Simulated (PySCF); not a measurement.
NMR data sheet: oxalic acid

```
Formula                               : C2H2O4
SMILES                                : O=C(O)C(=O)O
InChI                                 : InChI=1S/C2H2O4/c3-1(4)2(5)6/h(H,3,4)(H,5,6)
Point group of the computed structure : C2
Degrees of unsaturation               : 2
Carbon signals                        : 1
Proton signals                        : 1
```

Atom-mapped SMILES (the numbers label the heavy atoms): `[O:1]=[C:2]([OH:3])[C:4](=[O:5])[OH:6]`. Hydrogens are named by the atom that carries them.

[PySCF 2.14.0 with density-fitted response routines: NMR shieldings at PBE/pcSseg-2/GIAO; coordinates at the PBE0-D3(BJ)/def2-SVP level; B3LYP/pcJ-1 coupling constants; averaged over atoms made equivalent by symmetry, fast rotation or ring inversion; gas phase; a single conformation; non-relativistic Hamiltonian]

δ = σ(ref) − σ, references computed at the same level: ¹H, ¹³C against TMS; ¹⁷O against H2O.

| carbon | δC, type | δH (multiplicity, J in Hz) | HMBC from (abs. J ≥ 3 Hz) | span of the C tensor (ppm) |
| --- | --- | --- | --- | --- |
| C2/C4 | 161.4, C | – | – | 160 |

Other nuclei:
```tsv
atoms	nucleus	environment	δ (ppm)	σ (ppm)
H(O3)/H(O6)	¹H	hydrogen on an acid hydroxyl oxygen	5.96	25.21
O1/O5	¹⁷O	carbonyl oxygen	429.4	-101.5
O3/O6	¹⁷O	acid hydroxyl oxygen	220.6	107.2
```

Selected couplings (Hz, signed; the shortest-range and largest first, 30 at most; isotopes ): .

1. Carbon types of the structure: 2 × C, leaving 2 H on heteroatoms.
2. δC 161.4: carboxylic acid carbon; it is a carbonyl in resonance with an O or N lone pair, the region of acids, esters and amides.
3. δH 5.96: hydrogen on an acid hydroxyl oxygen; exchangeable, gas-phase position.

Exchangeable OH/NH protons stand at their gas-phase positions; hydrogen bonding in a real sample shifts them, mostly to higher δ. Shifts are as computed, not scaled to solution data. Of 1309 compounds with measured shifts, 239 miss one by over three times the rms of a fit or turn the order of signals round; such compounds aren't used in these exercises. In solution the two oxygens of a carboxylic acid exchange roles by proton transfer and give one 17O line. Hydrogen bonding in solution shields acid and N–H amide carbonyl oxygens by tens of ppm. Hydrogen bonding in solution deshields acid and N–H amide carbonyl carbons by as much as 10 ppm beyond these values. Unscaled 17O shifts of doubly bonded oxygen tend to come out too high, by tens of ppm or more. Experimental scales use liquid or dissolved standards, which lie at an offset from isolated H2O (liquid H2O: subtract about 36 ppm).
